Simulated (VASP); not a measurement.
## As under changes of volume

One of the cells (21.961 Å³/atom); the others are scaled copies at fixed shape and fractional positions:

```
As
1.0
     1.89325    1.09307    3.53733
    -1.89325    1.09307    3.53733
     0.00000   -2.18614    3.53733
As
2
Direct
  0.22600 0.22600 0.22600
  0.77400 0.77400 0.77400
```

- Program: VASP 6.6.1
- Functional: PBEsol
- Potentials or basis: VASP PAW PBE potentials, release 64 (As)
- Cutoff: 520 eV
- k mesh: 9 × 9 × 9
- Occupations: fermi-dirac, width 0.05 eV
- Spin: no spin polarisation

```csv
volume (Å³/atom),energy over the lowest point (meV/atom),pressure (GPa),largest force (eV/Å)
20.239,?,?,?
20.669,12.70,4.3,0.744
21.100,3.85,2.4,0.587
21.961,0.00,-0.8,0.302
22.392,4.12,-2.2,0.173
22.822,11.75,-3.4,0.052
```

What does the run at 20.239 Å³/atom give?

Energy over the lowest point 26.84 meV/atom; pressure 6.3 GPa; largest force 0.911 eV/Å.

Worked out: A Birch-Murnaghan fit of order 3 (a polynomial in V^(-2/3)) to the other rows has its minimum at 21.72 Å³/atom with B0 = V·E''(V) = 77 GPa and B' = 4.1 at fixed shape and positions, which overstates the stiffness. It gives 26.79 meV/atom at 20.239 Å³/atom, against the run's 26.84, and -dE/dV = 6.3 GPa, against 6.3.

Energies are extrapolated to zero smearing.

Caveats: the PAW data sets were made with another functional, which shifts forces and pressure a little.
